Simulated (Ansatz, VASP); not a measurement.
# Si in VASP and in Ansatz

INCAR

```
ALGO = Fast
EDIFF = 1E-6
EDIFFG = -0.005
ENCUT = 600
GGA = PS
IBRION = 2
ISIF = 3
ISMEAR = 0
LASPH = True
LCHARG = False
LREAL = False
LWAVE = False
NELM = 100
NSW = 100
PREC = Accurate
SIGMA = 0.02
```

KPOINTS

```
k-points
0
Gamma
  12 12 12
```

Contents of POSCAR:

```
Si
1.0
    0.0000000000      2.7135600000      2.7135600000
    2.7135600000      0.0000000000      2.7135600000
    2.7135600000      2.7135600000      0.0000000000
Si
2
Direct
    0.0000000000      0.0000000000      0.0000000000
    0.2500000000      0.2500000000      0.2500000000
```

Input for Ansatz:

```yaml
crystal:
  lattice:
    - [0.0, 2.71356, 2.71356]
    - [2.71356, 0.0, 2.71356]
    - [2.71356, 2.71356, 0.0]
  atoms:
    - { symbol: Si, position: [0.0, 0.0, 0.0] }
    - { symbol: Si, position: [0.25, 0.25, 0.25] }
basis:
  ecutwfc: 420
kpoints:
  mp_grid: { grid: [12, 12, 12] }
hamiltonian:
  xc: pbesol
scf:
  occupations: { method: gaussian, width: 0.02 }
output:
  forces: true
  stress: true
  eigenvalues: true
  write_density: true
  write_potential: true
  elf: true
  volumetric_format: npy
relax:
  adjacent_minimum: "off"
  f_tol: 0.005
  max_steps: 80
  cell: { stress_tol: 0.05 }
```

The cell was built by a generator and needn't be a form met in nature.

Alike in both runs: task relaxation of cell and atoms; functional PBEsol; k mesh 12 × 12 × 12; occupations gaussian, width 0.02 eV; no spin polarisation.

```csv
,VASP,Ansatz
version,VASP 6.6.1,Ansatz 0.2.0
potentials or method,"VASP PAW PBE potentials, release 64 (Si)","scalar-relativistic, plane waves, PAW"
plane-wave cutoff (eV),600,420
valence electrons in the cell,8,8
```

Ansatz gave:

| Quantity | Value |
| --- | --- |
| gap on the k mesh at the Fermi level, each at its own relaxed structure (eV) | 0.46 |
| relaxed volume (Å³/atom) | 20.05 |
| relaxed cell length with the largest relative difference (Å) | 3.842 |

Q: Which values does VASP return?

A: gap on the k mesh at the Fermi level, each at its own relaxed structure (eV): 0.46; relaxed volume (Å³/atom): 20.08; relaxed cell length with the largest relative difference (Å): 3.844.

Caveats: the PAW data sets were made with another functional, which shifts forces and pressure a little (VASP). A k mesh can miss the band edges. Expect the measured gap to be larger: semilocal functionals such as PBEsol lack the derivative discontinuity.
